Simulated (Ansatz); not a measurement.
Space group Fm-3m (No. 225). a = 4.223 Å, b = 4.223 Å, c = 4.223 Å, α = 90.00°, β = 90.00°, γ = 90.00°
| atom | site | symmetry | x | y | z |
| --- | --- | --- | --- | --- | --- |
| Ta | 4a | m-3m | 0.0000 | 0.0000 | 0.0000 |

Equation of state of this Ta structure (not necessarily the ground state), with shape and atoms relaxed at each volume where symmetry leaves them free. It has no gap at any of these volumes. Level of theory: Ansatz 0.2.0, DFT PBE, scalar-relativistic, plane waves, PAW.

Settings: cutoff 420 eV, Γ-centred mesh 18×18×18 on the computed 1-atom cell, Gaussian smearing of 0.10 eV; no spin polarisation.

```json
{"V (Å³/atom)": "16.569", "E − E(largest V) (meV/atom)": "98.28", "P (GPa)": "30.64"}
{"V (Å³/atom)": "17.134", "E − E(largest V) (meV/atom)": "7.68", "P (GPa)": "21.21"}
{"V (Å³/atom)": "17.699", "E − E(largest V) (meV/atom)": "-52.16", "P (GPa)": "13.11"}
{"V (Å³/atom)": "18.263", "E − E(largest V) (meV/atom)": "-85.69", "P (GPa)": "6.11"}
{"V (Å³/atom)": "18.828", "E − E(largest V) (meV/atom)": "-96.30", "P (GPa)": "0.00"}
{"V (Å³/atom)": "19.393", "E − E(largest V) (meV/atom)": "-86.77", "P (GPa)": "-5.33"}
{"V (Å³/atom)": "19.958", "E − E(largest V) (meV/atom)": "-59.63", "P (GPa)": "-9.95"}
{"V (Å³/atom)": "20.711", "E − E(largest V) (meV/atom)": "0.00", "P (GPa)": "-15.18"}
```

**Question.** Fit a third-order Birch–Murnaghan equation to E(V).

**Answer.** V0 = 18.83 Å³/atom, B0 = 190 GPa, B0' = 3.6.

Spin-orbit coupling is left out, which matters for the bands of heavy elements.

This fcc form isn't the element's structure at ambient conditions.